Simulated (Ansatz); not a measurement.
Working through a phonon calculation by finite displacements of MgO, space group P6_3/mmc

Program: the Python package of Ansatz (0.2.0).

Typed at the interpreter:
```pycon
>>> from pathlib import Path
>>> import ansatz as az
>>> import numpy as np
>>> FUNCTIONAL = "r2SCAN"
>>> CUTOFF_EV = 630
>>> FILLING = "fixed"
>>> MESH = (5, 5, 4)
>>> vectors = np.array([
...     [3.48638, 0.0, 0.0],
...     [-1.74319, 3.01929, 0.0],
...     [0.0, 0.0, 4.17804],
... ])
>>> structure = (
...     az.Lattice.of(vectors)
...     .atom("Mg", [2 / 3, 1 / 3, 0.75])
...     .atom("Mg", [1 / 3, 2 / 3, 0.25])
...     .atom("O", [2 / 3, 1 / 3, 0.25])
...     .atom("O", [1 / 3, 2 / 3, 0.75])
... )
>>> structure.resolved().tree()["lattice"]
((3.48638, 0.0, 0.0), (-1.74319, 3.01929, 0.0), (0.0, 0.0, 4.17804))
>>> # the cell itself: zone-centre modes alone
>>> model = (
...     structure.calculation()
...     .functional(FUNCTIONAL)
...     .basis(CUTOFF_EV)
...     .occupations(FILLING)  # whole-number filling, right only where there is a gap
...     .kpoints(*MESH)  # sampling of the Brillouin zone
...     .phonons("fd", supercell=1, amplitude=0.02)
... )
>>> done = model.run(threads=1, backend="cpu", runs_dir="out")

>>> folder = Path(done.output_folder) / "results"
>>> ph = done.phonons
>>> for mode, w in enumerate(ph.gamma_omega_inv_cm, start=1):
...     print(f"Gamma mode {mode:2d}: {w:8.1f} 1/cm  {w / 33.35641:7.3f} THz")
...
Gamma mode  1:      0.0 1/cm    0.000 THz
Gamma mode  2:      0.0 1/cm    0.000 THz
Gamma mode  3:      0.0 1/cm    0.000 THz
Gamma mode  4:    300.5 1/cm    9.010 THz
Gamma mode  5:    300.5 1/cm    9.010 THz
Gamma mode  6:    387.9 1/cm   11.629 THz
Gamma mode  7:    419.2 1/cm   12.569 THz
Gamma mode  8:    504.0 1/cm   15.108 THz
Gamma mode  9:    504.0 1/cm   15.108 THz
Gamma mode 10:    512.8 1/cm   15.375 THz
Gamma mode 11:    512.8 1/cm   15.375 THz
Gamma mode 12:    555.7 1/cm   16.659 THz
>>> print(f"{ph.n_members} displaced supercells, sum-rule residual {ph.asr_residual_pre_ev_ang2:.1e} eV/A^2")
2 displaced supercells, sum-rule residual 6.6e-04 eV/A^2
>>> optical = np.sort(ph.gamma_omega_inv_cm)
>>> print("imaginary modes at Gamma:", int((optical < -10).sum()), "- highest mode", round(float(optical[-1]), 1), "1/cm")
imaginary modes at Gamma: 0 - highest mode 555.7 1/cm
```

These settings explore the input space; cutoff and mesh may be short of convergence. The cell isn't relaxed first, so the values belong to this volume. No non-analytic term is added, so at the zone centre the longitudinal optical modes of a polar crystal aren't split off. The structure comes from a database of computed cells and needn't be a stable or known phase. The structure is taken as given and the supercell is small; imaginary modes can come from an unrelaxed or unstable start. Hardware and time: 2.5 min on 1 thread of Arm Neoverse N1, on a shared host, peak memory 1.4 GiB.

(Lines on the test bed's own set-up are left out of the output.)
